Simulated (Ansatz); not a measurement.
The cell is COD entry 9008765, as deposited and not checked against the literature; nothing was relaxed. The listed cell was then made from it by scaling, straining or moving an atom.

An input for VN: DFT, PBE, PAW with Ansatz's default frozen-core files, scalar-relativistic (Ansatz 0.2.0).

```yaml
crystal:
  lattice:
    - [-0.01032, 2.064, 2.064]
    - [2.064, -0.01032, 2.064]
    - [2.05368, 2.05368, 0.0]
  atoms:
    - { symbol: V, position: [0.0, 0.0, 0.0], spin: 1.5 }
    - { symbol: "N", position: [0.5, 0.5, 0.5] }
magnetization:
  spin_polarized: true
kpoints:
  mp_grid: { grid: [14, 14, 14] }
scf:
  occupations: { method: fermi_dirac, width: 0.08 }
hamiltonian:
  xc: pbe
  pseudopotentials: { kind: paw }
output:
  forces: true
  stress: true
  eigenvalues: true
  efg: { contact_densities: true }
```

The results part of the log:

```
SCF 1 converged in 12 iterations: F = -3298.367974 eV  dr2 = 6.12e-10
  greatest PAW one-centre occupation: 1.000 electrons in one spin orbital (limit 2), on the V atom at site 0 (counted from 0), in its partial waves of l = 0
WARN: the starting moments were not kept: the SCF closed with an absolute magnetisation of 3.3e-6 μB, where they sum to 1.5 μB in size (1 site). That is at most 0.1 of that sum. Measured as dr2_m measures the in/out step, that magnetisation stands 8.6e-12 eV from none, at or under the dr2_threshold of 1.0e-7 eV: it is no larger than a step whose dr2_m would equal this threshold. The system may hold no moment; this SCF shows only that its start led to no more than that. To try another start: raise the starting moments (crystal.atoms[].spin, magnetization.per_species, magnetization.initial_magnetization, or on a non-collinear deck that types none of these the spinor_matrix: blocks that start its atoms; where the total moment is fixed, keep their sum and leave initial_magnetization as it is; typed ones take the place of any that the run laid by itself, positive ones on a crystal's lanthanoids without a Hubbard term where scf.initial_density.shell_occupations: [] is typed) or, if the notice of its spin-set hold's release reads "site moments contracting" or "site moments show no strong build", lengthen the hold (scf.mixing.spin_hold: { on: { confirm: 4 } }; for m-r²SCAN on two components see the key's manual first). Each may lead to a state that holds a moment. A second SCF, from the converged charge density, with the starting moments and any scf.initial_density.shell_occupations laid on it anew, would have followed, and was not run: the deck does not ask for one (magnetization.retry_lost_moments is false, the default). To let it run, set magnetization.retry_lost_moments: true and run the deck again, where that key's refused combinations let it; where memory then withholds it, that run's warning says so.
SCF converged after 12 iterations
Magnetization: -0.0000 μB (9.0000 up, 9.0000 down)
Absolute magnetization: 0.0000 μB (∫|ρ↑−ρ↓|, with the PAW one-centre terms)
Spin contamination: 0.0000 ħ² per cell (⟨S²⟩ above its minimum at these occupations)
Per-site moments (μB) at R_I (Å): [(-2.2282375044045224e-6, 0.8513999999999999), (2.271563291506757e-7, 0.8513999999999999)]
Free energy (F): -3298.367974 eV
Harris-Foulkes:  -3298.367974 eV  (|F-HF|=5.56e-10)
Internal energy: -3298.330667 eV  (E = F + TS)
E sigma→0 (E₀):  -3298.349321 eV
Entropy (-TS):   -0.037307 eV (-18.653 meV/atom)
Fermi energy:    18.365707 eV
--- Per-component energies (eV) ---
  E_band       = -104.759860
  E_kinetic    = 469.249549
  E_local      = -959.860236  (includes V_loc(G=0)·N_el)
  E_nonlocal   = -1.531790
  E_hartree    = 423.211481
  E_xc         = -191.616544
  E_vxc        = -243.326261  (∫ρ·V_xc dr)
  E_paw        = -1239.330611  (= ΣΔE_a)
  E_vpaw       = -215.713837  (= ΣTr[D̂ρ^β])
  E_aug_tail   = 0.000346  (compensation charges beyond the density's cutoff)
  E_ewald      = -1798.452862
  E_smearing   = -0.037307  (= −TS)
  E_closure    = 0.000000  (closes the sum)
  Σ components = -3298.367974   (vs F -3298.367974, Δ=0.00e0)
--- Forces (eV/Å), atoms counted from 1 ---
  atom   1  V      0.00000000     0.00000000    -0.00000000
  atom   2  N      0.00000000     0.00000000    -0.00000000
  max |Σ_I F_I| component: 2.37e-30 eV/Å
--- Stress (GPa, compression-positive) ---
       -2.305283       1.143497       0.000000
        1.143497      -2.305283      -0.000000
        0.000000      -0.000000      -2.339612
  P = ⅓ Tr σ = -2.3167 GPa (-23.167 kbar)
--- PAW observables at the nuclei: V_zz in 10²¹ V/m², potentials from the cell's mean, atoms counted from 1 ---
  atom   1  V  V_zz =    -0.007280   η = 0.3223   by run symmetry: allowed
            electrostatic potential = -2697.908893 V   contact ρ = 66001.647868 e/Å³   contact ρ_s (e/Å³): all electrons +0.000001, valence -0.000003
  atom   2  N  V_zz =    -0.035827   η = 0.9710   by run symmetry: allowed
            electrostatic potential = -522.902817 V   contact ρ = 1414.666051 e/Å³   contact ρ_s (e/Å³): all electrons +0.000001, valence +0.000001
--- Band table (eV; the first three rows and the last of 856) ---
  k-point 0 ↑: bands = ["-47.0372", "-20.6787", "-20.6733", "-20.6669", "0.4258", "16.1063", "16.1435", "16.1828", "16.7999", "16.8454", "16.8944", "17.9096", "17.9100", "24.2514"]
  k-point 1 ↑: bands = ["-47.0336", "-20.6945", "-20.6809", "-20.6732", "0.5298", "15.4509", "15.5284", "15.5822", "16.9646", "17.0147", "17.3012", "18.4800", "18.4871", "24.5259"]
  k-point 2 ↑: bands = ["-47.0235", "-20.7641", "-20.6872", "-20.6803", "0.8309", "14.2554", "14.6386", "14.6943", "17.2390", "17.2862", "17.7532", "19.5462", "19.5524", "25.1950"]
  k-point 427 ↓: bands = ["-46.9418", "-21.0876", "-20.8420", "-20.8252", "2.2037", "11.7072", "14.5747", "14.6525", "14.7760", "18.8791", "19.5755", "19.5759", "21.0309", "28.6963"]
```
